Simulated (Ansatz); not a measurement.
Runs of Ansatz 0.2.0 on CdSe (Cadmoselite). It takes space group P6_3mc (No. 186, hexagonal). The conventional cell has a = 4.300 Å, b = 4.300 Å, c = 7.020 Å, α = 90.00°, β = 90.00°, γ = 120.00°. Cd (site symmetry 3m) is surrounded by 4 Se at 2.61 to 2.70 Å. Around Se (site symmetry 3m) lie 4 Cd at 2.61 to 2.70 Å. 

| task | level | spin | cell | k mesh | points for each segment of the path | gap on the mesh (eV) | pressure (GPa) | relaxed volume (Å³/atom) | largest force (eV/Å) |
| --- | --- | --- | --- | --- | --- | --- | --- | --- | --- |
| relaxation of cell and atoms | revPBE+D3(BJ) | off | relaxed | 7 × 7 × 4 | - | 0.78 | 0.0 | 28.25 | - |
| band structure | PBE | SOC, no magnetisation | as given | 5 × 5 × 3 | 14 | 0.58 | 3.0 | - | 0.28 |
| band structure | LDA | off | as given | 7 × 7 × 4 | 14 | (c) | -1.8 | - | 0.25 |
| relaxation of cell and atoms | RPBE+D4 | off | relaxed | 7 × 7 × 4 | - | 0.81 | 0.0 | 28.60 | - |
| relaxation of cell and atoms | PBEsol+D4 | off | relaxed | 7 × 7 × 4 | - | 0.58 | 0.0 | 27.58 | - |
| relaxation of cell and atoms | PBE+D3(BJ) | off | relaxed | 7 × 7 × 4 | - | 0.63 | 0.0 | 28.56 | - |
| relaxation of cell and atoms | revPBE+D4 | off | relaxed | 7 × 7 × 4 | - | 0.77 | 0.0 | (a) | - |
| relaxation of cell and atoms | RPBE+D3(BJ) | off | relaxed | 7 × 7 × 4 | - | 1.02 | 0.0 | 26.23 | - |
| relaxation of cell and atoms | LDA | off | relaxed | 7 × 7 × 4 | - | - | 0.0 | 27.11 | - |
| relaxation of cell and atoms | PBEsol+D3(BJ) | off | relaxed | 7 × 7 × 4 | - | (b) | 0.0 | 27.25 | - |
| relaxation of cell and atoms | PBE+D4 | off | relaxed | 7 × 7 × 4 | - | 0.63 | 0.0 | 28.58 | - |

Alike in all rows: potentials or basis Ansatz PAW; cutoff (eV) 420; smearing fermi-dirac 0.05 eV.

Problem. Fill in the values left out.

Solution. (a) 28.51; (b) 0.60; (c) 0.43.

Caveats: the plane-wave basis is chosen anew once the cell has moved, so the energies of steps on either side of that aren't comparable (some runs); odd divisions of the mesh miss points on the zone boundary, where band edges often lie, so the gap on the mesh can be too wide (some runs); the PAW data sets come from PBE, with cores solved anew for the run's functional, which leaves a small shift of forces and pressure (some runs).

A k mesh can miss the band edges, and rows without SOC leave out spin-orbit coupling on Cd, Se.
